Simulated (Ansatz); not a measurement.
# Cs in Ansatz: convergence with k mesh

Cs:

```
CELL_PARAMETERS angstrom
-3.12847 3.12847 3.12847
3.12847 -3.12847 3.12847
3.12847 3.12847 -3.12847
ATOMIC_POSITIONS crystal
Cs 0.00000 0.00000 0.00000
```

- Program: Ansatz 0.2.0
- Task: convergence study
- Functional: PBE
- Potentials or basis: Ansatz PAW
- Cutoff: 420 eV (not typed: the program's choice for these potentials)
- k mesh: 2 × 2 × 2
- Occupations: fermi-dirac, width 0.1 eV
- Spin: no spin polarisation

These are the settings of the first run; the series varies k mesh, with any setting tied to it.

Hardware: 2 threads of Intel(R) Xeon(R) Processor @ 2.50GHz (Skylake/Cascade Lake) (shared host).

| k mesh | energy less the tightest run, at zero smearing (meV/atom) | pressure (GPa) | SCF cycles | CPU time (s) | peak memory (GiB) |
| --- | --- | --- | --- | --- | --- |
| 2 × 2 × 2 | 157.72 | -0.45 | 6 | 1.7 | 0.33 |
| 3 × 3 × 3 | -74.63 | -0.15 | 6 | 1.8 | 0.33 |
| 4 × 4 × 4 | 34.81 | -0.06 | 6 | 2.2 | 0.34 |
| 5 × 5 × 5 | -8.83 | -0.09 | 6 | 2.3 | 0.35 |
| 6 × 6 × 6 | 5.25 | -0.08 | 6 | 2.7 | 0.36 |
| 7 × 7 × 7 | -3.24 | -0.09 | 6 | 3.1 | 0.36 |
| 8 × 8 × 8 | 1.05 | -0.08 | 6 | 3.9 | 0.39 |
| 10 × 10 × 10 | 0.00 | -0.08 | 6 | 5.8 | 0.41 |

Against the tightest run, the pressure stays within 0.1 GPa from 3 × 3 × 3 on. Not settled before the last step: the energy (to 1 meV/atom). Meshes of other sizes hit other points, so gaps and Fermi surfaces needn't settle smoothly. The tightest run that finished is the yardstick and may itself not be fully converged.

The run has no spin-orbit coupling, so splittings on Cs are missing.
